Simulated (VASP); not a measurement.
# Pt, band structure: which settings are enough?

Pt, Im-3m (no. 229), 1 atom in the cell. PBE; PAW potentials Pt (PBE set). VASP 6.6.1.

Wanted: band energies at the path's corners within 0.02 eV.

What the run is for: bands; Accuracy asked: standard; Route: KPOINTS_OPT.

Band energies at the path's corners: counted from the Fermi level of the mesh, whose own shifts they hold.

POSCAR:
```
Pt
1.0
   -1.5842200000      1.5842200000      1.5842200000
    1.5842200000     -1.5842200000      1.5842200000
    1.5842200000      1.5842200000     -1.5842200000
Pt
1
Direct
    0.0000000000      0.0000000000      0.0000000000
```

The series start from Plane-wave cutoff (eV): 260; Smearing width (eV): 0.1; k-point mesh: 13 × 13 × 13; Electronic threshold (eV): 1e-6; Precision mode (PREC): Accurate; Bands in all (NBANDS): 19; Aspherical gradient terms in the spheres (LASPH): yes; Highest l that the mixer handles (LMAXMIX): 4. Each series keeps the choices made before it, and each single choice may use up half of a tolerance.

## Plane-wave cutoff (eV)

| Plane-wave cutoff (eV) | Band energies at the path's corners, largest deviation (eV) | Time (s) |
|---|---|---|
| 180 | 0.272 | 9.9 |
| 230 | 0.015 | 14 |
| 260 | 0.018 | 19 |
| 300 | 0.013 | 20 |
| 370 | 0.002 | 27 |
| 460 (reference) | 0.000 | 29 |

## Smearing width (eV)

| Smearing width (eV) | Band energies at the path's corners, largest deviation (eV) | Time (s) |
|---|---|---|
| 0.4 | 0.021 | 27 |
| 0.3 | 0.034 | 29 |
| 0.2 | 0.033 | 24 |
| 0.15 | 0.028 | 22 |
| 0.1 | 0.019 | 27 |
| 0.05 (reference) | 0.000 | 26 |

## k-point mesh

| k-point mesh | Band energies at the path's corners, largest deviation (eV) | Time (s) |
|---|---|---|
| 5 × 5 × 5 | 0.202 | 11 |
| 7 × 7 × 7 | 0.027 | 15 |
| 9 × 9 × 9 | 0.127 | 15 |
| 11 × 11 × 11 | 0.059 | 19 |
| 13 × 13 × 13 | 0.053 | 26 |
| 16 × 16 × 16 | 0.060 | 36 |
| 19 × 19 × 19 (reference) | 0.000 | 64 |

## Electronic threshold (eV)

| Electronic threshold (eV) | Band energies at the path's corners, largest deviation (eV) | Time (s) |
|---|---|---|
| 0.001 | 0.001 | 47 |
| 0.0001 | 0.001 | 44 |
| 1e-5 | 0.001 | 39 |
| 1e-6 | 0.000 | 64 |
| 1e-7 (reference) | 0.000 | 50 |

## Precision mode (PREC)

| Precision mode (PREC) | Band energies at the path's corners, largest deviation (eV) | Time (s) |
|---|---|---|
| SingleN | 0.000 | 19 |
| Normal | 0.000 | 19 |
| Accurate (reference) | 0.000 | 47 |

## Bands in all (NBANDS)

| Bands in all (NBANDS) | Band energies at the path's corners, largest deviation (eV) | Time (s) |
|---|---|---|
| 10 | 0.000 | 12 |
| 11 | 0.000 | 10 |
| 12 | 0.000 | 12 |
| 14 | 0.000 | 15 |
| 19 | 0.000 | 19 |
| 29 (reference) | 0.000 | 26 |

## Aspherical gradient terms in the spheres (LASPH)

| Aspherical gradient terms in the spheres (LASPH) | Band energies at the path's corners, largest deviation (eV) | Time (s) |
|---|---|---|
| yes | 0.000 | 12 |
| no | 0.011 | 8.8 |

## Highest l that the mixer handles (LMAXMIX)

| Highest l that the mixer handles (LMAXMIX) | Band energies at the path's corners, largest deviation (eV) | Time (s) |
|---|---|---|
| 4 | 0.000 | 12 |
| 2 | 0.002 | 9.3 |
| 6 | 0.000 | 9.6 |

## Question

The rows run from the loosest to the tightest (no order: aspherical gradient terms in the spheres, highest l that the mixer handles). For each series: choose the loosest value from which every tighter one stays within half of the tolerance; where there is no order, keep the first row unless others stay within half of the tolerance and take at least 30 % less time, and then take the fastest.

## Answer

- Plane-wave cutoff (eV): 370
- Smearing width (eV): 0.05, the tightest run, since the next looser one is off by more than half of the tolerance (convergence isn't shown beyond it)
- k-point mesh: 19 × 19 × 19, the tightest run, since the next looser one is off by more than half of the tolerance (convergence isn't shown beyond it)
- Electronic threshold (eV): 0.001
- Precision mode (PREC): SingleN
- Bands in all (NBANDS): 10
- Aspherical gradient terms in the spheres (LASPH): yes
- Highest l that the mixer handles (LMAXMIX): 4

## All choices together

| Input | Band energies at the path's corners, largest deviation (eV) | Time (s) |
|---|---|---|
| the program's defaults (naive) | 0.295 | 2.9 |
| chosen settings | 0.001 | 12 |
| reference settings throughout | 0.000 | 82 |

The chosen settings stay within the tolerance of the reference run, but the reference itself isn't shown to be converged in: Smearing width (eV), k-point mesh.

## The input

INCAR:
```
SYSTEM = Pt
GGA = PE
ISMEAR = 2
SIGMA = 0.05
LWAVE = .False.
LCHARG = .False.
NBANDS = 10
PREC = SingleN
LASPH = .True.
LREAL = .False.
ALGO = Normal
EDIFF = 0.001
NELM = 120
GGA_COMPAT = .False.
ENCUT = 370
LMAXMIX = 4
```

KPOINTS:
```
Automatic mesh
0
Gamma
  19 19 19
  0 0 0
```

KPOINTS_OPT:
```
path GHNGPH,PN
12
line-mode
reciprocal
 0.0000000000  0.0000000000  0.0000000000  G
 0.5000000000 -0.5000000000  0.5000000000  H

 0.5000000000 -0.5000000000  0.5000000000  H
 0.0000000000  0.0000000000  0.5000000000  N

 0.0000000000  0.0000000000  0.5000000000  N
 0.0000000000  0.0000000000  0.0000000000  G

 0.0000000000  0.0000000000  0.0000000000  G
 0.2500000000  0.2500000000  0.2500000000  P

 0.2500000000  0.2500000000  0.2500000000  P
 0.5000000000 -0.5000000000  0.5000000000  H

 0.2500000000  0.2500000000  0.2500000000  P
 0.0000000000  0.0000000000  0.5000000000  N
```

Commands:
```
cat potpaw_PBE.64/Pt/POTCAR > POTCAR
mpirun -np 1 vasp_std > vasp.out
```

Limits: Spin-orbit coupling is off, though it shifts bands of the heavy elements by a tenth of an eV or more.

The chosen input took VASP 6.6.1 12 s on 1 core (AMD EPYC 7R43 (Zen 3)), a shared host.

## An input that fails: fixed density asked without a density file

VASP's message: ERROR: charge density could not be read from file CHGCAR for ICHARG>10.

Changes against the starting input:
```
- NELM = 120
+ NELM = 87
+ ICHARG = 11
```
